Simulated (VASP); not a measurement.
# CaSe (F-43m) in VASP: settings compared

The runs below take CaSe through single point, with PBE, RPBE.

Everything below comes from runs of VASP 6.6.1. Logs are shortened: lines on timing, memory, paths and dates and some standing lists are left out, and cuts for length are marked.

## 1. Starting point

Symmetry: F-43m, No. 216, cubic system. The conventional cell has a = 6.600 Å, b = 6.600 Å, c = 6.600 Å, α = 90.00°, β = 90.00°, γ = 90.00°. Se (site symmetry -43m) has 4 Ca at 2.86 Å as nearest neighbours. Ca (site symmetry -43m) has 4 Se at 2.86 Å as nearest neighbours.

The cell comes from a database or a generator and needn't be the stable form of this composition.

## 2. Single point, PBE

INCAR

```
PREC = Accurate
ENCUT = 500
EDIFF = 1E-6
ISMEAR = 0
SIGMA = 0.02
LREAL = F
LASPH = T
NELM = 80
ALGO = Fast
ISIF = 2
LWAVE = F
LCHARG = F
GGA = PE
```

KPOINTS

```
regular mesh
0
Gamma
  3 3 3
```

POSCAR

```
CaSe
1.0
    0.0000000000      3.3000000000      3.3000000000
    3.3000000000      0.0000000000      3.3000000000
    3.3000000000      3.3000000000      0.0000000000
Se Ca
1 1
Direct
    0.2500000000      0.2500000000      0.2500000000
    0.0000000000      0.0000000000      0.0000000000
```

Potentials or basis: VASP PAW PBE potentials, release 64 (Se_GW, Ca_sv_GW).

Command:

```sh
$ cat potpaw_PBE.64/Se_GW/POTCAR potpaw_PBE.64/Ca_sv_GW/POTCAR > POTCAR
$ mpirun -np 1 vasp_std > vasp.out
```

OUTCAR:

```text
PREC = Accurate
   ENCUT = 500
   EDIFF = 1E-6
   ISMEAR = 0
   LREAL = F
   LASPH = T
   NELM = 80
   ISIF = 2
   GGA = PE

 ion  position               nearest neighbor table
   1  0.250  0.250  0.250-   2 2.86   2 2.86   2 2.86   2 2.86
   2  0.000  0.000  0.000-   1 2.86   1 2.86   1 2.86   1 2.86

  LATTYP: Found a face centered cubic cell.
 ALAT       =     6.6000000000

  Lattice vectors:

 A1 = (   0.0000000000,   3.3000000000,   3.3000000000)
 A2 = (   3.3000000000,   0.0000000000,   3.3000000000)
 A3 = (   3.3000000000,   3.3000000000,   0.0000000000)

Analysis of symmetry for initial positions (statically):
=====================================================================
 Subroutine PRICEL returns:
 Original cell was already a primitive cell.

 Routine SETGRP: Setting up the symmetry group for a
 face centered cubic supercell.

 Subroutine GETGRP returns: Found 24 space group operations
 (whereof 24 operations were pure point group operations)
 out of a pool of 48 trial point group operations.

The static configuration has the point symmetry T_d .

Analysis of symmetry for dynamics (positions and initial velocities):
=====================================================================
 Subroutine PRICEL returns:
 Original cell was already a primitive cell.

 Routine SETGRP: Setting up the symmetry group for a
 face centered cubic supercell.

 Subroutine GETGRP returns: Found 24 space group operations
 (whereof 24 operations were pure point group operations)
 out of a pool of 48 trial point group operations.

The dynamic configuration has the point symmetry T_d .

 Subroutine INISYM returns: Found 24 space group operations
 (whereof 24 operations are pure point group operations),
 and found     1 'primitive' translations

----------------------------------------------------------------------------------------

                                     Primitive cell

  volume of cell :      71.8740

  direct lattice vectors                    reciprocal lattice vectors
     0.000000000  3.300000000  3.300000000    -0.151515152  0.151515152  0.151515152
     3.300000000  0.000000000  3.300000000     0.151515152 -0.151515152  0.151515152
     3.300000000  3.300000000  0.000000000     0.151515152  0.151515152 -0.151515152

  length of vectors
     4.666904756  4.666904756  4.666904756     0.262431941  0.262431941  0.262431941

  position of ions in fractional coordinates (direct lattice)
     0.250000000  0.250000000  0.250000000
     0.000000000  0.000000000  0.000000000

  ion indices of the primitive-cell ions
   primitive index   ion index
                 1           1
                 2           2

----------------------------------------------------------------------------------------

 KPOINTS: regular mesh

Automatic generation of k-mesh.
 Grid dimensions read from file:
 generate k-points for:    3    3    3

 Generating k-lattice:

  Cartesian coordinates                     Fractional coordinates (reciprocal lattice)
    -0.050505051  0.050505051  0.050505051     0.333333333  0.000000000  0.000000000
     0.050505051 -0.050505051  0.050505051     0.000000000  0.333333333  0.000000000
     0.050505051  0.050505051 -0.050505051     0.000000000  0.000000000  0.333333333

  Length of vectors
     0.087477314  0.087477314  0.087477314

  Shift w.r.t. Gamma in fractional coordinates (k-lattice)
     0.000000000  0.000000000  0.000000000

 Subroutine IBZKPT returns following result:
 ===========================================

 Found      4 irreducible k-points:

 Following reciprocal coordinates:
            Coordinates               Weight
  0.000000  0.000000  0.000000      1.000000
  0.333333  0.000000  0.000000      8.000000
  0.333333  0.333333  0.000000      6.000000
 -0.333333  0.333333  0.000000     12.000000
   k-points           NKPTS =      4   k-points in BZ     NKDIM =      4   number of bands    NBANDS=     12
   number of dos      NEDOS =    301   number of ions     NIONS =      2
   total plane-waves  NPLWV =  46656
   dimension x,y,z NGX =    36 NGY =   36 NGZ =   36
   dimension x,y,z NGXF=    72 NGYF=   72 NGZF=   72
   ions per type =               1   1
   NGX,Y,Z   is equivalent  to a cutoff of  12.82, 12.82, 12.82 a.u.
   NGXF,Y,Z  is equivalent  to a cutoff of  25.65, 25.65, 25.65 a.u.
 SYSTEM =  unknown system
   PREC   = accura    normal or accurate (medium, high low for compatibility)
   ISTART =      0    job   : 0-new  1-cont  2-samecut
   ICHARG =      2    charge: 1-file 2-atom 10-const
   ISPIN  =      1    spin polarized calculation?
   LNONCOLLINEAR =      F non collinear calculations
   LSORBIT =      F    spin-orbit coupling
   LASPH  =      T    aspherical Exc in radial PAW
   ENCUT  =  500.0 eV  36.75 Ry    6.06 a.u.   8.51  8.51  8.51*2*pi/ulx,y,z
   NELM   =     80;   NELMIN=  2; NELMDL= -5     # of ELM steps
   EDIFF  = 0.1E-05   stopping-criterion for ELM
   LREAL  =      F    real-space projection
   EDIFFG = 0.1E-04   stopping-criterion for IOM
   NSW    =      0    number of steps for IOM
   IBRION =     -1    ionic relax: 0-MD 1-quasi-New 2-CG
   NFREE  =      0    steps in history (QN), initial steepest desc. (CG)
   ISIF   =      2    stress and relaxation
   ISYM   =      2    0-nonsym 1-usesym 2-fastsym
   POTIM  = 0.5000    time-step for ionic-motion
   TEBEG  =    0.0;   TEEND  =   0.0 temperature during run
   PSTRESS=    0.0 pullay stress
   NELECT =      16.0000    total number of electrons
   NUPDOWN=      -1.0000    fix difference up-down
   EMIN   =  10.00;   EMAX   =-10.00  energy-range for DOS
   EFERMI =   0.00;   METHOD = LEGACY
   ISMEAR =     0;   SIGMA  =   0.02  broadening in eV -4-tet -1-fermi 0-gaus
   EFERMI_NEDOS =   21; number of points for ismear=-14 and -15
   IALGO  =     68    algorithm
   IMIX   =      4    mixing-type and parameters
     AMIX     =   0.40;   BMIX     =  1.00
     AMIX_MAG =   1.60;   BMIX_MAG =  1.00
  volume/ion in A,a.u.               =      35.94       242.51
  Fermi-wavevector in a.u.,A,eV,Ry     =   0.992181  1.874950 13.393889  0.984423
  Thomas-Fermi vector in A             =   2.123975
   LORBIT       =      0    0 simple, 1 ext, 2 COOP (PROOUT), +10 PAW based schemes
   GGA     = PE    functional components
   LHFCALC =     F    Hartree Fock is set to
   AEXX    =    0.0000 exact exchange contribution
   IVDW    =     0    specifies the selected vdW correction
   LEPSILON=     F    determine dielectric tensor
   LRPA    =     F    only Hartree local field effects (RPA)
 non-spin polarized calculation
 RMM-DIIS sequential band-by-band and
 Gauss-broadening in eV      SIGMA  =   0.02
  energy-cutoff  :      500.00
  volume of cell :       71.87
 maximum number of plane-waves:      1853
 NGX is ok and might be reduce to    36
   NGX = 17   NGY = 17   NGZ = 17

 number of electron      15.9999999 magnetization

 Free energy of the ion-electron system (eV)
  ---------------------------------------------------
  ext. energy  EPLUGINS =         0.00000000
  ---------------------------------------------------
  free energy    TOTEN  =       -13.89490697 eV

  energy without entropy =      -13.89490697  energy(sigma->0) =      -13.89490697

 E-fermi :   0.6368     XC(G=0):  -7.5380

 val. band max:        0.5063351355   @ k =  -0.3333   0.3333   0.0000
 cond. band min:       3.6604734071   @ k =   0.0000   0.0000   0.0000
 fundamental gap:      3.1541382716
 Fermi energy:         0.6368362831

 k-point     1 :       0.0000    0.0000    0.0000
  band No.  band energies     occupation
      1     -38.6321      2.00000
      2     -19.6432      2.00000
      3     -19.6432      2.00000
      4     -19.6432      2.00000
      5      -9.7870      2.00000
      6       0.4283      2.00000
      7       0.4283      2.00000
      8       0.4283      2.00000
      9       3.6605      0.00000
     10       5.8478      0.00000
     11       5.8478      0.00000
     12       7.8080      0.00000

 k-point     2 :       0.3333    0.0000    0.0000
  band No.  band energies     occupation
      1     -38.6309      2.00000
      2     -19.6737      2.00000
      3     -19.6470      2.00000
      4     -19.6470      2.00000
      5      -9.6049      2.00000
      6      -0.4909      2.00000
      7       0.4865      2.00000
      8       0.4865      2.00000
      9       5.4541      0.00000
     10       5.7557      0.00000
     11       5.7557      0.00000
     12       6.5624      0.00000

 k-point     3 :       0.3333    0.3333    0.0000
  band No.  band energies     occupation
      1     -38.6305      2.00000
      2     -19.6755      2.00000
      3     -19.6521      2.00000
      4     -19.6521      2.00000
      5      -9.5456      2.00000
      6      -0.5425      2.00000
      7       0.4547      2.00000
      8       0.4547      2.00000
      9       4.4037      0.00000
     10       6.0142      0.00000
     11       6.3875      0.00000
     12       7.0709      0.00000

 k-point     4 :      -0.3333    0.3333    0.0000
  band No.  band energies     occupation
      1     -38.6300      2.00000
      2     -19.6796      2.00000
      3     -19.6611      2.00000
      4     -19.6513      2.00000
      5      -9.4846      2.00000
      6      -0.2554      2.00000
      7      -0.1500      2.00000
      8       0.5063      2.00000
      9       4.5655      0.00000
     10       5.6806      0.00000
     11       5.8318      0.00000
     12       7.5301      0.00000

------------------------ aborting loop because EDIFF is reached ----------------------------------------

  FORCE on cell =-STRESS in cart. coord.  units (eV):
  Direction    XX          YY          ZZ          XY          YZ          ZX
  --------------------------------------------------------------------------------------
  -------------------------------------------------------------------------------------
  Total       -0.1383858     -0.1383858     -0.1383858      0.0000000      0.0000000      0.0000000
  in kB       -3.0848242     -3.0848242     -3.0848242      0.0000000      0.0000000      0.0000000
  external PRESSURE =      -3.0848242 kB  Pullay stress =       0.0000000 kB

 VOLUME and BASIS-vectors are now :
 -----------------------------------------------------------------------------
  energy-cutoff  :      500.00
  volume of cell :       71.87
      direct lattice vectors                 reciprocal lattice vectors
     0.000000000  3.300000000  3.300000000    -0.151515152  0.151515152  0.151515152
     3.300000000  0.000000000  3.300000000     0.151515152 -0.151515152  0.151515152
     3.300000000  3.300000000  0.000000000     0.151515152  0.151515152 -0.151515152

 POSITION                                       TOTAL-FORCE (eV/Angst)
 -----------------------------------------------------------------------------------
      1.65000      1.65000      1.65000         0.000000      0.000000      0.000000
      0.00000      0.00000      0.00000        -0.000000     -0.000000     -0.000000
 -----------------------------------------------------------------------------------
    total drift:                                0.000000      0.000000      0.000000

  FREE ENERGIE OF THE ION-ELECTRON SYSTEM (eV)
  ---------------------------------------------------
  free  energy   TOTEN  =       -13.8949069717 eV

  energy  without entropy=      -13.8949069717  energy(sigma->0) =      -13.89490697
```

It took 20 s on 1 thread of Intel Xeon Platinum 8375C at 2.90GHz (Ice Lake), shared host; peak memory 0.19 GiB.

Results:

```
Free energy            : -13.8949 eV
Pressure               : -0.3 GPa
Band gap on the k mesh : 3.15 eV, indirect (least direct gap 3.23 eV)
```

Levels at points of the mesh, in eV from the valence-band top:
```csv
k point,band 4,band 5,band 6,band 7,band 8,band 9,band 10,band 11,band 12
"(0.00, 0.00, 0.00)",-20.15,-10.29,-0.08,-0.08,-0.08,3.15,5.34,5.34,7.30
```

Caveat: the k mesh is coarse (spacing up to 0.55 Å⁻¹), so the values aren't converged; an odd mesh through Γ misses points on the zone boundary, where band edges often lie.

(Part 1 of 2 ends here.)
